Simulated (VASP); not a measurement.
# FeS2 (Pa-3) in VASP: further runs

The runs below take FeS2 through single point, relaxation of cell and atoms, with PBE.

All numbers are computed with VASP 6.6.1; they aren't measurements. Logs are shortened: lines on timing, memory, paths and dates and some standing lists are left out, and cuts for length are marked.

## Step 1: Starting point

Symmetry: Pa-3, No. 205, cubic system. The conventional cell has a = 5.418 Å, b = 5.418 Å, c = 5.418 Å, α = 90.00°, β = 90.00°, γ = 90.00°. Around Fe (site symmetry -3) lie 6 S at 2.26 Å. S (site symmetry 3) is surrounded by 1 S at 2.16 Å and 3 Fe at 2.26 Å.

## Step 2: Single point, PBE, collinear spin, ferromagnetic start

Input file INCAR:

```
SYSTEM = FeS2
  PREC = Accurate
  ENCUT = 600
  EDIFF = 1E-6
  ISMEAR = 0
  SIGMA = 0.03
  LREAL = .FALSE.
  LASPH = .TRUE.
  NELM = 150
  ALGO = Normal
  ISIF = 2
  LWAVE = .FALSE.
  LCHARG = .FALSE.
  ISPIN = 2
  MAGMOM = 4 4 4 4 0 0 0 0 0 0 0 0
  LORBIT = 11
  LMAXMIX = 4
  GGA = PE
  NBANDS = 56
  AMIX = 0.2
  BMIX = 1E-4
  AMIX_MAG = 0.8
  BMIX_MAG = 1E-4
  KPAR = 4
```

Input file KPOINTS:

```
Automatic mesh
0
G
  6 6 6
  0 0 0
```

Input file POSCAR:

```
FeS2
1.0
    5.4178000000      0.0000000000      0.0000000000
    0.0000000000      5.4178000000      0.0000000000
    0.0000000000      0.0000000000      5.4178000000
Fe S
4 8
Direct
    0.0000000000      0.0000000000      0.0000000000
    0.5000000000      0.0000000000      0.5000000000
    0.5000000000      0.5000000000      0.0000000000
    0.0000000000      0.5000000000      0.5000000000
    0.3848200000      0.3848200000      0.3848200000
    0.1151800000      0.6151800000      0.8848200000
    0.8848200000      0.1151800000      0.6151800000
    0.6151800000      0.8848200000      0.1151800000
    0.6151800000      0.6151800000      0.6151800000
    0.8848200000      0.3848200000      0.1151800000
    0.1151800000      0.8848200000      0.3848200000
    0.3848200000      0.1151800000      0.8848200000
```

Potentials or basis: VASP PAW PBE potentials, release 64 (Fe, S).

Command:

```
cat potpaw_PBE.64/Fe/POTCAR potpaw_PBE.64/S/POTCAR > POTCAR
mpirun -np 4 vasp_std > vasp.out
```

OUTCAR:

```text
SYSTEM = FeS2
   PREC = Accurate
   ENCUT = 600
   EDIFF = 1E-6
   ISMEAR = 0
   LREAL = .FALSE.
   LASPH = .TRUE.
   NELM = 150
   ISIF = 2
   ISPIN = 2
   LORBIT = 11
   GGA = PE
   AMIX = 0.2
   AMIX_MAG = 0.8

 ion  position               nearest neighbor table
   1  0.000  0.000  0.000-   6 2.26   7 2.26   8 2.26  10 2.26  11 2.26  12 2.26
   2  0.500  0.000  0.500-   5 2.26   7 2.26   8 2.26   9 2.26  11 2.26  12 2.26
   3  0.500  0.500  0.000-   5 2.26   6 2.26   8 2.26   9 2.26  10 2.26  12 2.26
   4  0.000  0.500  0.500-   5 2.26   6 2.26   7 2.26   9 2.26  10 2.26  11 2.26
   5  0.385  0.385  0.385-   9 2.16   3 2.26   4 2.26   2 2.26
   6  0.115  0.615  0.885-  10 2.16   3 2.26   4 2.26   1 2.26
   7  0.885  0.115  0.615-  11 2.16   2 2.26   4 2.26   1 2.26
   8  0.615  0.885  0.115-  12 2.16   2 2.26   3 2.26   1 2.26
   9  0.615  0.615  0.615-   5 2.16   3 2.26   4 2.26   2 2.26
  10  0.885  0.385  0.115-   6 2.16   3 2.26   4 2.26   1 2.26
  11  0.115  0.885  0.385-   7 2.16   2 2.26   4 2.26   1 2.26
  12  0.385  0.115  0.885-   8 2.16   2 2.26   3 2.26   1 2.26

  LATTYP: Found a simple cubic cell.
 ALAT       =     5.4178000000

  Lattice vectors:

 A1 = (   5.4178000000,   0.0000000000,   0.0000000000)
 A2 = (   0.0000000000,   5.4178000000,   0.0000000000)
 A3 = (   0.0000000000,   0.0000000000,   5.4178000000)

Analysis of symmetry for initial positions (statically):
=====================================================================
 Subroutine PRICEL returns:
 Original cell was already a primitive cell.

 Routine SETGRP: Setting up the symmetry group for a
 simple cubic supercell.

 Subroutine GETGRP returns: Found 24 space group operations
 (whereof  6 operations were pure point group operations)
 out of a pool of 48 trial point group operations.

The static configuration has the point symmetry S_6 .
 The point group associated with its full space group is T_h .

Analysis of symmetry for dynamics (positions and initial velocities):
=====================================================================
 Subroutine PRICEL returns:
 Original cell was already a primitive cell.

 Routine SETGRP: Setting up the symmetry group for a
 simple cubic supercell.

 Subroutine GETGRP returns: Found 24 space group operations
 (whereof  6 operations were pure point group operations)
 out of a pool of 48 trial point group operations.

The dynamic configuration has the point symmetry S_6 .
 The point group associated with its full space group is T_h .

Analysis of structural, dynamic, and magnetic symmetry:
=====================================================================
 Subroutine PRICEL returns:
 Original cell was already a primitive cell.

 Routine SETGRP: Setting up the symmetry group for a
 simple cubic supercell.

 Subroutine GETGRP returns: Found 24 space group operations
 (whereof  6 operations were pure point group operations)
 out of a pool of 48 trial point group operations.

The overall configuration has the point symmetry S_6 .
 The point group associated with its full space group is T_h .

 Subroutine INISYM returns: Found 24 space group operations
 (whereof  6 operations are pure point group operations),
 and found     1 'primitive' translations

----------------------------------------------------------------------------------------

                                     Primitive cell

  volume of cell :     159.0263

  direct lattice vectors                    reciprocal lattice vectors
     5.417800000  0.000000000  0.000000000     0.184576765  0.000000000  0.000000000
     0.000000000  5.417800000  0.000000000     0.000000000  0.184576765  0.000000000
     0.000000000  0.000000000  5.417800000     0.000000000  0.000000000  0.184576765

  length of vectors
     5.417800000  5.417800000  5.417800000     0.184576765  0.184576765  0.184576765

  position of ions in fractional coordinates (direct lattice)
[... 92 lines left out ...]
   ISPIN  =      2    spin polarized calculation?
   LNONCOLLINEAR =      F non collinear calculations
   LSORBIT =      F    spin-orbit coupling
   LASPH  =      T    aspherical Exc in radial PAW
   ENCUT  =  600.0 eV  44.10 Ry    6.64 a.u.  10.82 10.82 10.82*2*pi/ulx,y,z
   NELM   =    150;   NELMIN=  2; NELMDL= -5     # of ELM steps
   EDIFF  = 0.1E-05   stopping-criterion for ELM
   LREAL  =      F    real-space projection
   EDIFFG = 0.1E-04   stopping-criterion for IOM
   NSW    =      0    number of steps for IOM
   IBRION =     -1    ionic relax: 0-MD 1-quasi-New 2-CG
   NFREE  =      0    steps in history (QN), initial steepest desc. (CG)
   ISIF   =      2    stress and relaxation
   ISYM   =      2    0-nonsym 1-usesym 2-fastsym
   POTIM  = 0.5000    time-step for ionic-motion
   TEBEG  =    0.0;   TEEND  =   0.0 temperature during run
   PSTRESS=    0.0 pullay stress
   NELECT =      80.0000    total number of electrons
   NUPDOWN=      -1.0000    fix difference up-down
   EMIN   =  10.00;   EMAX   =-10.00  energy-range for DOS
   EFERMI =   0.00;   METHOD = LEGACY
   ISMEAR =     0;   SIGMA  =   0.03  broadening in eV -4-tet -1-fermi 0-gaus
   EFERMI_NEDOS =   21; number of points for ismear=-14 and -15
   IALGO  =     38    algorithm
   IMIX   =      4    mixing-type and parameters
     AMIX     =   0.20;   BMIX     =  0.00
     AMIX_MAG =   0.80;   BMIX_MAG =  0.00
  volume/ion in A,a.u.               =      13.25        89.43
  Fermi-wavevector in a.u.,A,eV,Ry     =   1.302013  2.460447 23.065097  1.695237
  Thomas-Fermi vector in A             =   2.433109
   LORBIT       =     11    0 simple, 1 ext, 2 COOP (PROOUT), +10 PAW based schemes
   GGA     = PE    functional components
   LHFCALC =     F    Hartree Fock is set to
   AEXX    =    0.0000 exact exchange contribution
   IVDW    =     0    specifies the selected vdW correction
   LEPSILON=     F    determine dielectric tensor
   LRPA    =     F    only Hartree local field effects (RPA)
 spin polarized calculation
 Gauss-broadening in eV      SIGMA  =   0.03
  energy-cutoff  :      600.00
  volume of cell :      159.03
 maximum number of plane-waves:      5400
 NGX is ok and might be reduce to    48
   NGX = 21   NGY = 21   NGZ = 21

 number of electron      79.9999984 magnetization      -0.0032660

 number of electron      79.9999984 magnetization       0.0039483

 Free energy of the ion-electron system (eV)
  ---------------------------------------------------
  ext. energy  EPLUGINS =         0.00000000
  ---------------------------------------------------
  free energy    TOTEN  =       -72.10385712 eV

  energy without entropy =      -72.10385712  energy(sigma->0) =      -72.10385712

 E-fermi :   7.9666     XC(G=0): -11.8867

 val. band max:        7.8230597291   @ k =   0.1667   0.1667   0.1667
 cond. band min:       8.4446659861   @ k =   0.0000   0.0000   0.0000
 fundamental gap:      0.6216062570
 Fermi energy:         7.9665910796

 spin component 1

 k-point     1 :       0.0000    0.0000    0.0000
  band No.  band energies     occupation
      1      -9.0038      1.00000
      2      -6.8893      1.00000
      3      -6.8893      1.00000
      4      -6.8893      1.00000
      5      -4.4622      1.00000
      6      -4.4622      1.00000
[... 1309 lines left out ...]
     51      11.0825      0.00000
     52      11.0825      0.00000
 Fermi energy:         7.9665910796

 spin component 2

 k-point     1 :       0.0000    0.0000    0.0000
  band No.  band energies     occupation
      1      -9.0037      1.00000
      2      -6.8892      1.00000
      3      -6.8892      1.00000
      4      -6.8892      1.00000
      5      -4.4621      1.00000
      6      -4.4621      1.00000
[... 1309 lines left out ...]
     51      11.0829      0.00000
     52      11.0829      0.00000
 [bands above 52 left out]

------------------------ aborting loop because EDIFF is reached ----------------------------------------

  FORCE on cell =-STRESS in cart. coord.  units (eV):
  Direction    XX          YY          ZZ          XY          YZ          ZX
  --------------------------------------------------------------------------------------
  -------------------------------------------------------------------------------------
  Total       -0.8568760     -0.8568760     -0.8568760     -0.0000000      0.0000000      0.0000000
  in kB       -8.6329589     -8.6329589     -8.6329589     -0.0000000      0.0000000      0.0000000
  external PRESSURE =      -8.6329589 kB  Pullay stress =       0.0000000 kB

 VOLUME and BASIS-vectors are now :
 -----------------------------------------------------------------------------
  energy-cutoff  :      600.00
  volume of cell :      159.03
      direct lattice vectors                 reciprocal lattice vectors
     5.417800000  0.000000000  0.000000000     0.184576765  0.000000000  0.000000000
     0.000000000  5.417800000  0.000000000     0.000000000  0.184576765  0.000000000
     0.000000000  0.000000000  5.417800000     0.000000000  0.000000000  0.184576765

 POSITION                                       TOTAL-FORCE (eV/Angst)
 -----------------------------------------------------------------------------------
      0.00000      0.00000      0.00000        -0.000000      0.000000      0.000000
      2.70890      0.00000      2.70890        -0.000000      0.000000      0.000000
      2.70890      2.70890      0.00000        -0.000000      0.000000      0.000000
      0.00000      2.70890      2.70890        -0.000000      0.000000      0.000000
      2.08488      2.08488      2.08488        -0.133995     -0.133995     -0.133995
      0.62402      3.33292      4.79378         0.133995      0.133995     -0.133995
      4.79378      0.62402      3.33292        -0.133995      0.133995      0.133995
      3.33292      4.79378      0.62402         0.133995     -0.133995      0.133995
      3.33292      3.33292      3.33292         0.133995      0.133995      0.133995
      4.79378      2.08488      0.62402        -0.133995     -0.133995      0.133995
      0.62402      4.79378      2.08488         0.133995     -0.133995     -0.133995
      2.08488      0.62402      4.79378        -0.133995      0.133995     -0.133995
 -----------------------------------------------------------------------------------
    total drift:                               -0.000000      0.000000      0.000000

  FREE ENERGIE OF THE ION-ELECTRON SYSTEM (eV)
  ---------------------------------------------------
  free  energy   TOTEN  =       -72.1038571167 eV

  energy  without entropy=      -72.1038571167  energy(sigma->0) =      -72.10385712

 total charge

# of ion       s       p       d       tot
------------------------------------------
    1        0.422   0.622   6.489   7.533
    2        0.422   0.622   6.489   7.533
    3        0.422   0.622   6.489   7.533
    4        0.422   0.622   6.489   7.533
    5        1.347   2.297   0.000   3.644
    6        1.347   2.297   0.000   3.644
    7        1.347   2.297   0.000   3.644
    8        1.347   2.297   0.000   3.644
    9        1.347   2.297   0.000   3.644
   10        1.347   2.297   0.000   3.644
   11        1.347   2.297   0.000   3.644
   12        1.347   2.297   0.000   3.644
--------------------------------------------------
tot         12.466  20.863  25.957  59.286

 magnetization (x)

# of ion       s       p       d       tot
------------------------------------------
    1        0.000   0.000   0.000   0.000
    2        0.000   0.000   0.000   0.000
    3        0.000   0.000   0.000   0.000
    4        0.000   0.000   0.000   0.000
    5       -0.000  -0.000   0.000  -0.000
    6       -0.000  -0.000   0.000  -0.000
    7       -0.000  -0.000   0.000  -0.000
    8       -0.000  -0.000   0.000  -0.000
    9       -0.000  -0.000   0.000  -0.000
   10       -0.000  -0.000   0.000  -0.000
   11       -0.000  -0.000   0.000  -0.000
   12       -0.000  -0.000   0.000  -0.000
--------------------------------------------------
tot          0.000  -0.000   0.001   0.000
```

Wall time 99 s (4 MPI ranks of Intel Xeon 6975P-C (Granite Rapids), shared host); peak memory 0.63 GiB.

Results:

* Free energy: -72.1039 eV
* Pressure: -0.9 GPa
* Largest force: 0.232 eV/Å
* Band gap on the k mesh: 0.62 eV, indirect (least direct gap 0.66 eV)
* Net moment: 0.00 μB per cell
* Valence electrons inside the program's atomic spheres: Fe 7.53; S 3.64

Forces on the atoms (eV/Å):
```
Fe   0.000  0.000  0.000
Fe   0.000  0.000  0.000
Fe   0.000  0.000  0.000
Fe   0.000  0.000  0.000
S   -0.134 -0.134 -0.134
S    0.134  0.134 -0.134
S   -0.134  0.134  0.134
S    0.134 -0.134  0.134
S    0.134  0.134  0.134
S   -0.134 -0.134  0.134
S    0.134 -0.134 -0.134
S   -0.134  0.134 -0.134
```

Caveat: the starting moments collapsed, and a magnetic state may lie lower.

## Step 3: Relaxation of cell and atoms, PBE, collinear spin, ferromagnetic start

Input file INCAR:

```
SYSTEM = FeS2
ALGO = Normal
AMIX = 0.2
AMIX_MAG = 0.8
BMIX = 1E-4
BMIX_MAG = 1E-4
EDIFF = 1E-6
EDIFFG = -0.01
ENCUT = 600
GGA = PE
IBRION = 2
ISIF = 3
ISMEAR = 0
ISPIN = 2
KPAR = 4
LASPH = .TRUE.
LCHARG = .FALSE.
LMAXMIX = 4
LORBIT = 11
LREAL = .FALSE.
LWAVE = .FALSE.
MAGMOM = 4 4 4 4 0 0 0 0 0 0 0 0
NELM = 150
NSW = 90
PREC = Accurate
SIGMA = 0.03
```

Input file KPOINTS:

```
k-points
0
G
  6 6 6
  0 0 0
```

POSCAR is that of step 2.

Potentials or basis: VASP PAW PBE potentials, release 64 (Fe, S).

Command:

```
cat potpaw_PBE.64/Fe/POTCAR potpaw_PBE.64/S/POTCAR > POTCAR
mpirun -np 4 vasp_std > vasp.out
```

Wall time 4.9 min (4 MPI ranks of Intel Xeon 6975P-C (Granite Rapids), shared host); peak memory 0.65 GiB.

The run converged. Its results:

```
Free energy                                           : -72.1206 eV
Relaxed volume                                        : 13.16 Å³/atom
Relaxed cell                                          : a = 5.406 Å, b = 5.406 Å, c = 5.406 Å, α = 90.00°, β = 90.00°, γ = 90.00°
Space group after relaxing (to 0.05 Å)                : Pa-3 (No. 205)
Energy gained by relaxing                             : 1.4 meV/atom
Ionic steps                                           : 5
Pressure after relaxing                               : -0.1 GPa
Largest force after relaxing                          : 0.005 eV/Å
Band gap on the k mesh                                : 0.47 eV, indirect (least direct gap 0.52 eV)
Net moment                                            : 0.00 μB per cell
Valence electrons inside the program's atomic spheres : Fe 7.56; S 3.64
```

Forces on the atoms (eV/Å):
```
Fe   0.000  0.000  0.000
Fe   0.000  0.000  0.000
Fe   0.000  0.000  0.000
Fe   0.000  0.000  0.000
S   -0.003 -0.003 -0.003
S    0.003  0.003 -0.003
S   -0.003  0.003  0.003
S    0.003 -0.003  0.003
S    0.003  0.003  0.003
S   -0.003 -0.003  0.003
S    0.003 -0.003 -0.003
S   -0.003  0.003 -0.003
```

The path:
| step | energy change (eV) | largest force (eV/Å) | pressure (GPa) | volume (Å³) |
| --- | --- | --- | --- | --- |
| 1 | 0.0000 | 0.2321 | -0.86 | 159.03 |
| 2 | -0.0148 | 0.0649 | 0.65 | 157.39 |
| 3 | -0.0148 | 0.0680 | 0.56 | 157.43 |
| 4 | -0.0164 | 0.0214 | -0.23 | 158.19 |
| 5 | -0.0167 | 0.0047 | -0.05 | 157.97 |

Final structure:
```yaml
crystal:
  lattice:
    - [5.40575, 0.00000, 0.00000]
    - [0.00000, 5.40575, 0.00000]
    - [0.00000, 0.00000, 5.40575]
  atoms:
    - { symbol: Fe, position: [0.00000, 0.00000, 0.00000] }
    - { symbol: Fe, position: [0.50000, 0.00000, 0.50000] }
    - { symbol: Fe, position: [0.50000, 0.50000, 0.00000] }
    - { symbol: Fe, position: [0.00000, 0.50000, 0.50000] }
    - { symbol: S, position: [0.38326, 0.38326, 0.38326] }
    - { symbol: S, position: [0.11674, 0.61674, 0.88326] }
    - { symbol: S, position: [0.88326, 0.11674, 0.61674] }
    - { symbol: S, position: [0.61674, 0.88326, 0.11674] }
    - { symbol: S, position: [0.61674, 0.61674, 0.61674] }
    - { symbol: S, position: [0.88326, 0.38326, 0.11674] }
    - { symbol: S, position: [0.11674, 0.88326, 0.38326] }
    - { symbol: S, position: [0.38326, 0.11674, 0.88326] }
```

Levels at points of the mesh, in eV from the valence-band top:
Spin up:
```tsv
k point	band 38	band 39	band 40	band 41	band 42	band 43
(0.00, 0.00, 0.00)	-0.28	-0.28	-0.04	0.47	1.53	1.53
(0.50, 0.00, 0.00)	-0.13	0.00	0.00	1.57	1.57	1.68
(0.50, 0.50, 0.00)	-0.13	-0.13	-0.13	1.84	1.84	1.84
(0.50, 0.50, 0.50)	-0.35	-0.35	-0.35	1.46	1.46	1.46
```
Spin down:
```csv
k point,band 37,band 38,band 39,band 40,band 41,band 42,band 43,band 44
"(0.00, 0.00, 0.00)",-0.28,-0.28,-0.28,-0.04,0.47,1.53,1.53,1.53
"(0.50, 0.00, 0.00)",-0.13,-0.13,0.00,0.00,1.57,1.57,1.68,1.68
"(0.50, 0.50, 0.00)",-0.13,-0.13,-0.13,-0.13,1.84,1.84,1.84,1.84
"(0.50, 0.50, 0.50)",-0.35,-0.35,-0.35,-0.35,1.46,1.46,1.46,1.46
```

Caveat: the starting moments collapsed, and a magnetic state may lie lower. A k mesh can miss the band edges.

(Part 1 of 2 ends here.)
